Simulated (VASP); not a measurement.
Runs of VASP 6.6.1 on Pd. Symmetry: P6_3/mmc, No. 194, hexagonal system. The conventional cell has a = 2.784 Å, b = 2.784 Å, c = 4.629 Å, α = 90.00°, β = 90.00°, γ = 120.00°. Around Pd (site symmetry -6m2) lie 12 Pd at 2.78 to 2.82 Å. This isn't the form of Pd at room conditions, which is fcc.

```csv
level,U,k mesh,smearing,gap on the mesh (eV),pressure (GPa),moment (μB)
PBE,-,6 × 6 × 4,gaussian 0.016 eV,none,-2.4,0.50
PBE+U,Pd d U = 9.2 eV,1 × 3 × 3,gaussian 0.1 eV,none,-24.0,2.44
PBE,-,6 × 6 × 4,gaussian 0.068 eV,none,(b),0.86
PBE,-,6 × 6 × 4,gaussian 0.1 eV,none,-1.9,(a)
```

Alike in all rows: task single point; potentials or basis VASP PAW PBE potentials, release 64 (Pd); spin collinear, typed start; cell as given; cutoff (eV) 520; the mesh is coarse, so values aren't converged.

Problem. Estimate the missing entries.

Solution. (a) 0.78; (b) -1.8.

Caveats: all runs use coarse meshes; the U is typed as a test and isn't derived for this compound (some runs).

A k mesh can miss the band edges, and the runs leave out spin-orbit coupling on Pd.

A gap of «none» marks a metal or a gap under the smearing width.
